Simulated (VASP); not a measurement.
# SnO2 (Cassiterite) (P4_2/mnm) in VASP: further runs, part 2 of 2

VASP 6.6.1. The steps go on from the part before.

## 3. G0W0 quasiparticle levels, PBE

POSCAR

```
SnO2                                    
1.0
    4.7714001395      0.0000000000      0.0000000000
    0.0000000000      4.7714001395      0.0000000000
    0.0000000000      0.0000000000      3.2165924385
  Sn              O             
     2     4
Direct
     0.0000000000000000    0.0000000000000000    0.0000000000000000
     0.5000000000000000    0.5000000000000000    0.5000000000000000
     0.3062614091366747    0.3062614091366747    0.0000000000000000
     0.1937385908633253    0.8062614091366747    0.5000000000000000
     0.6937385908633253    0.6937385908633253    0.0000000000000000
     0.8062614091366747    0.1937385908633253    0.5000000000000000
```

INCAR.step1

```
PREC = Accurate
ENCUT = 500
EDIFF = 1E-8
ISMEAR = 0
SIGMA = 0.01
LREAL = F
LASPH = T
NELM = 80
ALGO = Normal
LWAVE = T
LCHARG = F
GGA = PE
KPAR = 4
```

INCAR.step2

```
PREC = Accurate
ENCUT = 500
EDIFF = 1E-8
ISMEAR = 0
SIGMA = 0.01
LREAL = F
LASPH = T
NELM = 1
ALGO = Exact
LWAVE = T
LCHARG = F
GGA = PE
KPAR = 4
NBANDS = 294
LOPTICS = T
ISTART = 1
```

INCAR.step3

```
PREC = Accurate
ENCUT = 500
EDIFF = 1E-8
ISMEAR = 0
SIGMA = 0.01
LREAL = F
LASPH = T
ALGO = EVGW0
LWAVE = F
LCHARG = F
GGA = PE
KPAR = 4
NELMGW = 1
NBANDS = 294
ENCUTGW = 150
NOMEGA = 48
PRECFOCK = Fast
ISTART = 1
NBANDSGW = 34
```

KPOINTS

```
regular mesh
0
Gamma
  4 4 4
```

Potentials or basis: VASP PAW PBE potentials, release 64 (Sn_d_GW, O_GW).

Launch:

```
cat potpaw_PBE.64/Sn_d_GW/POTCAR potpaw_PBE.64/O_GW/POTCAR > POTCAR
cp INCAR.step1 INCAR
mpirun -np 4 vasp_std > vasp.out
cp INCAR.step2 INCAR
mpirun -np 4 vasp_std > vasp.out
cp INCAR.step3 INCAR
mpirun -np 4 vasp_std > vasp.out
```

OUTCAR:

```text
PREC = Accurate
   ENCUT = 500
   EDIFF = 1E-8
   ISMEAR = 0
   LREAL = F
   LASPH = T
   GGA = PE
   NELMGW = 1
   ENCUTGW = 150
   PRECFOCK = Fast
   ISTART = 1

 ion  position               nearest neighbor table
   1  0.000  0.000  0.000-   3 2.07   5 2.07   4 2.07   6 2.07   4 2.07   6 2.07
   2  0.500  0.500  0.500-   4 2.07   6 2.07   5 2.07   3 2.07   3 2.07   5 2.07
   3  0.306  0.306  0.000-   1 2.07   2 2.07   2 2.07
   4  0.194  0.806  0.500-   2 2.07   1 2.07   1 2.07
   5  0.694  0.694  0.000-   1 2.07   2 2.07   2 2.07
   6  0.806  0.194  0.500-   2 2.07   1 2.07   1 2.07

  LATTYP: Found a simple tetragonal cell.
 ALAT       =     4.7714001395
 C/A-ratio  =     0.6741401569

  Lattice vectors:

 A1 = (   4.7714001395,   0.0000000000,   0.0000000000)
 A2 = (   0.0000000000,   4.7714001395,   0.0000000000)
 A3 = (   0.0000000000,   0.0000000000,   3.2165924385)

Analysis of symmetry for initial positions (statically):
=====================================================================
 Subroutine PRICEL returns:
 Original cell was already a primitive cell.

 Routine SETGRP: Setting up the symmetry group for a
 simple tetragonal supercell.

 Subroutine GETGRP returns: Found 16 space group operations
 (whereof  8 operations were pure point group operations)
 out of a pool of 16 trial point group operations.

The static configuration has the point symmetry D_2h.
 The point group associated with its full space group is D_4h.

Analysis of symmetry for dynamics (positions and initial velocities):
=====================================================================
 Subroutine PRICEL returns:
 Original cell was already a primitive cell.

 Routine SETGRP: Setting up the symmetry group for a
 simple tetragonal supercell.
[... 94 lines left out ...]
   ions per type =               2   4
   NGX,Y,Z   is equivalent  to a cutoff of  12.54, 12.54, 12.40 a.u.
   NGXF,Y,Z  is equivalent  to a cutoff of  25.09, 25.09, 24.81 a.u.
 SYSTEM =  unknown system
   PREC   = accura    normal or accurate (medium, high low for compatibility)
   ISTART =      1    job   : 0-new  1-cont  2-samecut
   ICHARG =      0    charge: 1-file 2-atom 10-const
   ISPIN  =      1    spin polarized calculation?
   LNONCOLLINEAR =      F non collinear calculations
   LSORBIT =      F    spin-orbit coupling
   LASPH  =      T    aspherical Exc in radial PAW
   ENCUT  =  500.0 eV  36.75 Ry    6.06 a.u.   8.70  8.70  5.86*2*pi/ulx,y,z
   NELM   =     60;   NELMIN=  2; NELMDL=  0     # of ELM steps
   EDIFF  = 0.1E-07   stopping-criterion for ELM
   LREAL  =      F    real-space projection
   EDIFFG = 0.1E-06   stopping-criterion for IOM
   NSW    =      0    number of steps for IOM
   IBRION =     -1    ionic relax: 0-MD 1-quasi-New 2-CG
   NFREE  =      0    steps in history (QN), initial steepest desc. (CG)
   ISIF   =      0    stress and relaxation
   ISYM   =      3    0-nonsym 1-usesym 2-fastsym
   POTIM  = 0.5000    time-step for ionic-motion
   TEBEG  =    0.0;   TEEND  =   0.0 temperature during run
   PSTRESS=    0.0 pullay stress
   NELECT =      52.0000    total number of electrons
   NUPDOWN=      -1.0000    fix difference up-down
   EMIN   =  10.00;   EMAX   =-10.00  energy-range for DOS
   EFERMI =   0.00;   METHOD = LEGACY
   ISMEAR =     0;   SIGMA  =   0.01  broadening in eV -4-tet -1-fermi 0-gaus
   EFERMI_NEDOS =   21; number of points for ismear=-14 and -15
   IALGO  =     38    algorithm
   IMIX   =      4    mixing-type and parameters
     AMIX     =   0.40;   BMIX     =  1.00
     AMIX_MAG =   1.60;   BMIX_MAG =  1.00
  volume/ion in A,a.u.               =      12.20        82.36
  Fermi-wavevector in a.u.,A,eV,Ry     =   1.460540  2.760020 29.023625  2.133176
  Thomas-Fermi vector in A             =   2.576977
   LORBIT       =      0    0 simple, 1 ext, 2 COOP (PROOUT), +10 PAW based schemes
   GGA     = PE    functional components
   LHFCALC =     T    Hartree Fock is set to
   PRECFOCK=fast      Normal, Fast or Accurate (Low or Medium for compatibility)
   ENCUT4O =  -1.0   cutoff for four orbital integrals eV
   NKREDX  =     1    reduce k-point grid by
   NKREDY  =     1    reduce k-point grid by
   NKREDZ  =     1    reduce k-point grid by
   AEXX    =    1.0000 exact exchange contribution
   HFSCREEN=    0.0000 screening length (either q_TF or 0.3 A-1)
   HFSCREENC=   0.0000 screening length for correlation (either q_TF or 0.3 A-1)
   ENCUTFOCK=  -1.0 apply spherical cutoff to Coloumb kernel
   IVDW    =     0    specifies the selected vdW correction
   LEPSILON=     F    determine dielectric tensor
   LRPA    =     F    only Hartree local field effects (RPA)
   LRPAFORCE           =     F    calculate RPA forces
   ENCUTGW             = 150.0    cutoff for response function in eV
   ENCUTGWSOFT         = 120.0    soft cutoff for Coulomb kernel in GW response function in eV
   ENCUTLF             =  -1.0    cutoff for local field effects
   NELMGW              =     1    number of iterations in solving QP/BSE equation
   NELMHF              =     1    number of iterations in the inner HF iteration
   NKREDLFX            =     1    NKREDLFY  =   1   NKREDLFZ  =   1
 non-spin polarized calculation
 Gauss-broadening in eV      SIGMA  =   0.01
  energy-cutoff  :      500.00
  volume of cell :       73.23
 maximum number of plane-waves:      1883
 NGX is ok and might be reduce to    36
  NGX = 20; NGY = 20; NGZ = 14
   NGX = 17   NGY = 17   NGZ = 11
 maximum number of plane-waves:       324

 QP shifts <psi_nk| G(iteration)W_0 |psi_nk>: iteration 1
 for sc-GW calculations column KS-energies equals QP-energies in previous step
 and V_xc(KS)=  KS-energies - (<T + V_ion + V_H > + <T+V_H+V_ion>^1  + <V_x>^1)

 k-point   1 :       0.0000    0.0000    0.0000
  band No.  KS-energies  QP-energies   sigma(KS)   V_xc(KS)     V^pw_x(r,r')   Z            occupation Imag(sigma)

      1     -16.9903     -19.7287     -21.4377     -17.6686     -28.3166       0.7265       2.0000       0.5872
      2     -16.2604     -19.3508     -21.4579     -17.4035     -27.3736       0.7623       2.0000       0.4792
      3     -16.0357     -19.2515     -21.5573     -17.3517     -26.9613       0.7647       2.0000       0.2892
      4     -16.0096     -19.3050     -21.8030     -17.5332     -27.4332       0.7718       2.0000       0.4208
      5     -16.0096     -19.3050     -21.8030     -17.5332     -27.4332       0.7718       2.0000       0.4208
      6     -15.9385     -19.1237     -21.7250     -17.5447     -27.3521       0.7619       2.0000       0.3441
[... 672 lines left out ...]
     33      15.0440      16.3294     -14.4318     -16.1197      -9.0221       0.7615       0.0000      -0.1784
     34      15.0440      16.3294     -14.4318     -16.1197      -9.0221       0.7615       0.0000      -0.1784
```

OUTCAR.step2:

```text
PREC = Accurate
   ENCUT = 500
   EDIFF = 1E-8
   ISMEAR = 0
   LREAL = F
[... 1305 lines left out ...]
     0.00000     4.97659     4.97659     5.16891    -0.00000     0.00000     0.00000
     1.79807     4.02133     4.02133     5.61926    -0.00000     0.00000     0.00000
     3.59614     4.48618     4.48618     4.80474     0.00000     0.00000     0.00000
     5.39420     4.24124     4.24124     6.96514    -0.00000     0.00000     0.00000
     7.19227     1.55908     1.55908     7.08821     0.00000     0.00000     0.00000
     8.99034     2.87184     2.87184     0.58296     0.00000     0.00000     0.00000
[... 92 lines left out ...]
   176.21067     0.96292     0.96292     0.96289     0.00000     0.00000     0.00000
   178.00874     0.96377     0.96377     0.96374     0.00000     0.00000     0.00000
```

It took 12 min on 4 MPI ranks of AMD EPYC 9R45 (Zen 5), shared host; peak memory 1.6 GiB.

What came out:

```yaml
Band_gap_on_the_k_mesh_mean-field_level: 0.97 eV, direct
Quasiparticle_gap: 2.39 eV
Least_direct_quasiparticle_gap: 2.39 eV
```

Levels at points of the mesh, in eV from the valence-band top:
| k point | band 23 | band 24 | band 25 | band 26 | band 27 | band 28 | band 29 | band 30 |
| --- | --- | --- | --- | --- | --- | --- | --- | --- |
| (0.00, 0.00, 0.00) | -1.25 | -0.76 | -0.76 | 0.00 | 0.97 | 5.94 | 6.19 | 6.19 |
| (0.50, 0.00, 0.00) | -1.21 | -1.21 | -0.62 | -0.62 | 4.18 | 4.18 | 6.95 | 6.95 |
| (0.50, 0.50, 0.00) | -1.33 | -1.33 | -0.88 | -0.88 | 4.58 | 4.58 | 7.35 | 7.35 |
| (0.00, 0.00, 0.50) | -1.60 | -1.60 | -1.22 | -1.22 | 5.92 | 5.92 | 9.59 | 9.60 |
| (0.50, 0.00, 0.50) | -1.06 | -1.06 | -0.72 | -0.72 | 6.19 | 6.19 | 7.88 | 7.88 |
| (0.50, 0.50, 0.50) | -0.94 | -0.94 | -0.81 | -0.81 | 4.63 | 4.63 | 8.79 | 8.79 |

Caveat: the k mesh is coarse (spacing up to 0.49 Å⁻¹), so the values aren't converged; the cutoff is under 1.25 times the usual one of these potentials, so pressure, stress and relaxed cells hold a basis-set (Pulay) error; bands, screening cutoff and mesh are small and nothing is extrapolated, so the quasiparticle values aren't converged; spin-orbit coupling is left out, which moves the levels of the heavy elements.

## 4. Phonons, PBEsol

POSCAR

```
SnO2
1.0
    4.7714001542      0.0000000000      0.0000000000
   -0.0000000000      4.7714001542      0.0000000000
    0.0000000000      0.0000000000      3.2165924293
  Sn              O
     2     4
Direct
     0.0000000000000000    0.0000000000000000    0.0000000000000000
     0.5000000000000000    0.5000000000000000    0.5000000000000000
     0.3062614077595441    0.3062614077595441    0.0000000000000000
     0.1937385922404559    0.8062614077595440    0.5000000000000000
     0.6937385922404560    0.6937385922404560    0.0000000000000000
     0.8062614077595440    0.1937385922404559    0.5000000000000000
```

INCAR.step1

```
PREC = Accurate
ENCUT = 600
EDIFF = 1E-8
ISMEAR = 0
SIGMA = 0.03
LREAL = False
LASPH = True
NELM = 80
ALGO = Fast
ISIF = 3
LWAVE = False
LCHARG = False
GGA = PS
KPAR = 2
IBRION = 2
NSW = 40
EDIFFG = -0.002
```

INCAR.step2

```
PREC = Accurate
ENCUT = 600
EDIFF = 1E-8
ISMEAR = 0
SIGMA = 0.03
LREAL = False
LASPH = True
NELM = 80
ALGO = Fast
ISIF = 2
LWAVE = False
LCHARG = False
GGA = PS
KPAR = 2
IBRION = 6
NFREE = 2
POTIM = 0.015
NSW = 1
```

KPOINTS

```
Automatic mesh
0
Gamma
  6 6 8
```

Potentials or basis: VASP PAW PBE potentials, release 64 (Sn_d, O).

Launch:

```
cat potpaw_PBE.64/Sn_d/POTCAR potpaw_PBE.64/O/POTCAR > POTCAR
cp INCAR.step1 INCAR
mpirun -np 2 vasp_std > vasp.out
cp CONTCAR POSCAR
cp INCAR.step2 INCAR
mpirun -np 2 vasp_std > vasp.out
```

OUTCAR:

```text
PREC = Accurate
   ENCUT = 600
   EDIFF = 1E-8
   ISMEAR = 0
   LREAL = False
   LASPH = True
   NELM = 80
   ISIF = 2
   GGA = PS
   IBRION = 6
   NFREE = 2
   POTIM = 0.015
   NSW = 1

 ion  position               nearest neighbor table
   1  0.000  0.000  0.000-   3 2.07   5 2.07   4 2.07   6 2.07   4 2.07   6 2.07   2 3.74   2 3.74
                             2 3.74   2 3.74   2 3.74   2 3.74   2 3.74   2 3.74
   2  0.500  0.500  0.500-   4 2.07   6 2.07   5 2.07   3 2.07   3 2.07   5 2.07   1 3.74   1 3.74
                             1 3.74   1 3.74   1 3.74   1 3.74   1 3.74   1 3.74
   3  0.306  0.306  0.000-   1 2.07   2 2.07   2 2.07
   4  0.194  0.806  0.500-   2 2.07   1 2.07   1 2.07
   5  0.694  0.694  0.000-   1 2.07   2 2.07   2 2.07
   6  0.806  0.194  0.500-   2 2.07   1 2.07   1 2.07

  LATTYP: Found a simple tetragonal cell.
 ALAT       =     4.7713007433
 C/A-ratio  =     0.6740495404

  Lattice vectors:

[... 1383 lines left out ...]

 INTERNAL STRAIN TENSORS FROM DISPLACED ATOMS
 ============================================

 INTERNAL STRAIN TENSOR FOR ION    1 for displacements in x,y,z  (eV/Angst):
          X           Y           Z          XY          YZ          ZX
  --------------------------------------------------------------------------------
  x     0.00000     0.00000     0.00000     0.00000     0.00000     0.00000
  y     0.00000     0.00000     0.00000     0.00000     0.00000     0.00000
  z     0.00000     0.00000     0.00000     0.00000     0.00000     0.00000

 INTERNAL STRAIN TENSOR FOR ION    6 for displacements in x,y,z  (eV/Angst):
          X           Y           Z          XY          YZ          ZX
  --------------------------------------------------------------------------------
  x     1.74564     0.83098     4.65498     2.07830     0.00000     0.00000
  y    -0.83098    -1.74564    -4.65498    -2.07830     0.00000     0.00000
  z     0.00000     0.00000     0.00000     0.00000    -5.03320     5.03319

 Eigenvectors and eigenvalues of the dynamical matrix
 ----------------------------------------------------

   1 f  =   21.992601 THz   138.183589 2PiTHz  733.594212 cm-1    90.954049 meV
             X         Y         Z           dx          dy          dz
      0.000000  0.000000  0.000000    -0.000000   -0.000000    0.000000
      2.385650  2.385650  1.608047    -0.000000   -0.000000    0.000000
      1.461237  1.461237  0.000000    -0.353553   -0.353553   -0.000000
      0.924414  3.846887  1.608047    -0.353553    0.353553    0.000000
      3.310064  3.310064  0.000000     0.353553    0.353553   -0.000000
      3.846887  0.924414  1.608047     0.353553   -0.353553    0.000000
[... 145 lines left out ...]
  18 f/i=    0.006402 THz     0.040225 2PiTHz    0.213549 cm-1     0.026477 meV
             X         Y         Z           dx          dy          dz
      0.000000  0.000000  0.000000     0.551652   -0.298555   -0.000000
      2.385650  2.385650  1.608047     0.551700   -0.298643   -0.000000
      1.461237  1.461237  0.000000     0.203044   -0.110044   -0.000000
      0.924414  3.846887  1.608047     0.202821   -0.109633   -0.000000
      3.310064  3.310064  0.000000     0.203044   -0.110044   -0.000000
      3.846887  0.924414  1.608047     0.202821   -0.109633   -0.000000

 ELASTIC MODULI CONTR FROM IONIC RELAXATION (kBar)
 Direction    XX          YY          ZZ          XY          YZ          ZX
 --------------------------------------------------------------------------------
 XX         -73.0629     46.4398    -48.0980     -0.0000      0.0000     -0.0000
 YY          46.4398    -73.0629    -48.0980     -0.0000     -0.0000      0.0000
 ZZ         -48.0980    -48.0980   -173.7898     -0.0000      0.0000     -0.0000
 XY          -0.0000      0.0000      0.0000    -23.8804      0.0000      0.0000
 YZ           0.0000     -0.0000      0.0000      0.0000   -182.4331     -0.0000
 ZX          -0.0000      0.0000     -0.0000      0.0000     -0.0000   -182.4328
 --------------------------------------------------------------------------------
```

OUTCAR.step1:

```text
PREC = Accurate
   ENCUT = 600
   EDIFF = 1E-8
   ISMEAR = 0
   LREAL = False
   LASPH = True
   NELM = 80
[... 1135 lines left out ...]
  -------------------------------------------------------------------------------------
  Total        0.0091783      0.0091783      0.0011010      0.0000000      0.0000000      0.0000000
  in kB        0.2008500      0.2008500      0.0240928      0.0000000      0.0000000      0.0000000
  external PRESSURE =       0.1419309 kB  Pullay stress =       0.0000000 kB
[... 21 lines left out ...]
  FREE ENERGIE OF THE ION-ELECTRON SYSTEM (eV)
  ---------------------------------------------------
  free  energy   TOTEN  =       -39.6795441105 eV

  energy  without entropy=      -39.6795441105  energy(sigma->0) =      -39.67954411

 reached required accuracy - stopping structural energy minimisation
```

OSZICAR.step1:

```text
N       E                     dE             d eps       ncg     rms          rms(c)
DAV:   1     0.686750521727E+03    0.68675E+03   -0.28631E+04  3377   0.283E+03
[... 31 lines left out ...]
DAV:   1    -0.396795489573E+02   -0.56861E-05   -0.14952E-04  3766   0.175E-01    0.149E-02
RMM:   2    -0.396795452703E+02    0.36870E-05   -0.10363E-05  3286   0.304E-02    0.643E-03
RMM:   3    -0.396795444145E+02    0.85575E-06   -0.41284E-06  3594   0.186E-02    0.180E-03
RMM:   4    -0.396795441689E+02    0.24560E-06   -0.72081E-07  3744   0.726E-03    0.605E-04
RMM:   5    -0.396795441554E+02    0.13501E-07   -0.18195E-07  3858   0.344E-03    0.286E-04
RMM:   6    -0.396795441378E+02    0.17628E-07   -0.33265E-08  2238   0.156E-03    0.171E-04
RMM:   7    -0.396795441021E+02    0.35711E-07   -0.13992E-08  1849   0.116E-03    0.918E-05
RMM:   8    -0.396795441105E+02   -0.83655E-08   -0.87920E-10  1843   0.919E-04
   3 F= -.39679544E+02 E0= -.39679544E+02  d E =-.259882E-05
```

It took 8.4 min on 2 MPI ranks of Intel Xeon 6975P-C (Granite Rapids), shared host; peak memory 0.48 GiB.

Results:

| Quantity | Value |
| --- | --- |
| Highest phonon frequency at Γ, LO-TO splitting left out | 734 cm⁻¹ |

Phonon frequencies in cm⁻¹ (negative: imaginary):
| q point | frequencies |
| --- | --- |
| (0.000, 0.000, 0.000) | 0 0 0 102 144 219 219 272 272 342 449 455 455 547 579 579 609 734 |

Caveat: the PAW data sets were made with another functional, which shifts forces and pressure a little.
